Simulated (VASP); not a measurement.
A run of VASP 6.6.1 is set up as follows.

File POSCAR:

```
Ta2N
1.0
    3.1128615060      0.0000000000      0.0000000000
   -1.5564307530      2.6958171426      0.0000000000
    0.0000000000      0.0000000000      4.8698410000
Ta N
2 1
Direct
    0.3333333333      0.6666666667      0.2547110000
    0.6666666667      0.3333333333      0.7452890000
    0.0000000000      0.0000000000      0.0000000000
```

The input INCAR.step1:

```
SYSTEM = Ta2N
ALGO = Normal
EDIFF = 1E-5
ENCUT = 520
GGA = PE
ISIF = 2
ISMEAR = -1
LASPH = .True.
LCHARG = .False.
LREAL = .False.
LWAVE = .True.
NBANDS = 20
NELM = 80
PREC = Accurate
SIGMA = 0.05
```

File INCAR.step2:

```
SYSTEM = Ta2N
AEXX = 0.25
ALGO = Normal
EDIFF = 1E-7
ENCUT = 520
GGA = PE
HFRCUT = -1
ISIF = 2
ISMEAR = -1
ISTART = 1
LASPH = .True.
LCHARG = .False.
LHFCALC = .True.
LREAL = .False.
LWAVE = .False.
NBANDS = 20
NELM = 80
PREC = Accurate
PRECFOCK = Fast
SIGMA = 0.05
```

Contents of KPOINTS:

```
k-points
0
Gamma
  5 5 3
  0 0 0
```

Potentials or basis: VASP PAW PBE potentials, release 64 (Ta_pv, N).

The run is started by

```console
$ cat potpaw_PBE.64/Ta_pv/POTCAR potpaw_PBE.64/N/POTCAR > POTCAR
$ cp INCAR.step1 INCAR
$ mpirun -np 1 vasp_std > vasp.out
$ cp INCAR.step2 INCAR
$ mpirun -np 1 vasp_std > vasp.out
```

Question: What does it give for the band gap on the k mesh?

Answer: None (metal or under the smearing width).

Question: Estimate the pressure.

Answer: -8.5 GPa.

Question: Estimate the largest force.

Answer: 0.786 eV/Å.

Stress tensor (GPa, compression positive):
```
-11.46   0.00   0.00
  0.00 -11.46   0.00
  0.00   0.00  -2.50
```

Caveat: the k mesh is coarse (spacing up to 0.47 Å⁻¹), so the values aren't converged, least of all with exact exchange; the PAW data sets were made with another functional, which shifts forces and pressure a little. Spin-orbit coupling is left out, which matters for the levels of Ta.
